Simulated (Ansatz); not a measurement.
ZnSe: the gap under strain, fitted and tested

Plane-wave DFT in Ansatz, PBEsol, scalar-relativistic PAW potentials, cutoff 420 eV, no spin-orbit coupling; no spin polarisation. ZnSe in space group F-43m. Biaxial strain in the a-b plane; c and atoms relaxed (conventional cell); Kohn–Sham gaps sought over the whole zone.

| strain (%) | space group | gap (eV) |
| --- | --- | --- |
| -6.0 | I-4m2 | 1.184 |
| -4.0 | I-4m2 | 1.224 |
| -2.0 | I-4m2 | 1.241 |
| +0.0 | F-43m | 1.239 |
| +2.0 | I-4m2 | 1.074 |
| +4.0 | I-4m2 | 0.923 |
| +6.0 | I-4m2 | ? |

Q: Fit the given gaps and predict the missing one.

A: Next to zero the slopes are -1 meV per % on the compressed side and -83 on the stretched side. The slope drops at zero, where the strain lowers the symmetry and can split a degenerate edge, with another member setting the gap on each side, so only the side of the missing row is fitted, by a line: E_g = 1.237 -0.0790 ε eV (ε in %; scatter 3 meV). At +6.0 % this gives 0.763 eV; the run gave 0.784 eV, 21 meV away. The fit is rough: the gap bends more over this range than the fit allows.

Cost: about 4.6 core-minutes for the runs cited, on Intel Xeon 6975P-C (Granite Rapids) (shared hosts).